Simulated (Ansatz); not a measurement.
**ZrS: equation of state with HSE06**

Crystal: ZrS.

```xyz
2
Lattice="0.0000 2.6250 2.6250 2.6250 0.0000 2.6250 2.6250 2.6250 0.0000" Properties=species:S:1:pos:R:3 pbc="T T T"
Zr    0.0000    0.0000    0.0000
S     2.6250    2.6250    2.6250
```

```yaml
Program: Ansatz 0.2.0
Task: equation of state
Functional: HSE06
Potentials_or_basis: Ansatz PAW
Cutoff: 420 eV
Density_cutoff: 1680 eV
k_mesh: 6 × 6 × 6
Occupations: fermi-dirac, width 0.05 eV
Spin: no spin polarisation
```

```yaml
Equilibrium_volume: 17.51 Å³/atom
Bulk_modulus: 147 GPa
Pressure_derivative_of_the_bulk_modulus: 4.5
```

Energy against volume, from the lowest point:
| volume (Å³/atom) | energy (meV/atom) |
| --- | --- |
| 17.003 | 6.62 |
| 17.364 | 0.00 |
| 17.726 | 0.57 |
| 18.088 | 7.56 |
| 18.450 | 20.28 |
| 18.811 | 38.12 |
| 19.173 | 60.55 |

All runs of the series together: 2.3 min on 2 threads of AMD EPYC 7R13 Processor (Zen 3) (shared host).

Caveat: the PAW data sets were made with another functional, which shifts forces and pressure a little.
